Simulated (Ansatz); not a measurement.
## Ga: the change of pressure with volume per atom

All results are calculated (Ansatz 0.2.0 development build). Equation of state of a cubic crystal from periodic Kohn-Sham density functional theory without spin; pressure corrected for the finite basis.

Cell of the first row (space group Pm-3m, No. 221):
```
Ga
1.0
      2.6647     0.0000     0.0000
      0.0000     2.6647     0.0000
      0.0000     0.0000     2.6647
Ga
1
Direct
  0.00000 0.00000 0.00000
```

Settings of every row: formula Ga; structure type simple cubic; functional PBE; spin treatment none; k mesh 20x20x20; occupation method fermi-dirac; occupation width 0.061225619 eV; wave cutoff 420 eV; datasets soft-1 PAW; density cutoff ratio 4.

Limits: a cubic model structure, not a phase known at ambient conditions; modest k-mesh, values are not fully converged in k.

```
row  volume per atom (Å³)  pressure (GPa)  energy above lowest point (meV/atom)
  1                 18.92           3.178                                 10.68
  2                19.323            1.92                                   4.3
  3                19.725            0.83                                  0.88
  4                20.128               ?                                     ?
  5                 20.53          -0.932                                  1.32
  6                20.933          -1.679                                  4.61
  7                21.335          -2.354                                  9.69
```

Question: what pressure should row 4 give?

Worked fit of pressure. Take u = (V_r/V)^(2/3) − 1 with V_r = 20.128 Å³ an atom, which is twice the finite (Eulerian) strain; such expansions in the strain, on which the Birch-Murnaghan equation of state is built, carry the rest volume and the bulk modulus. The shown rows have u = 0.04212, 0.02758, 0.01357, -0.0131, -0.0258, -0.03808. Least squares give pressure = −0.1072 + 65.999 × u + 231.96 × u² + 1270 × u³ GPa; a parabola predicts inner rows, each left out in turn, worse (root mean square 0.03 against 0.0073 GPa). The rows lie off it by -0.001, 0.004, -0.004, 0.003, -0.002, 0.000. The pressure vanishes at u = 0.0016, or V = 20.08 Å³ an atom, and there the bulk modulus at fixed shape and fractions is B = −V dP/dV = (2/3)(1 + u) dP/du = 44.6 GPa. The withheld row has u = 0, so the fit gives −0.1072 + 65.999 × (0) + 231.96 × (0)² + 1270 × (0)³ = -0.107 GPa.

The calculation gave -0.106 GPa. The fit lies 0.001 GPa (0.018 % of the column's range) below it, one unit of the last digit.

The other values of row 4: energy above lowest point 0 meV/atom.
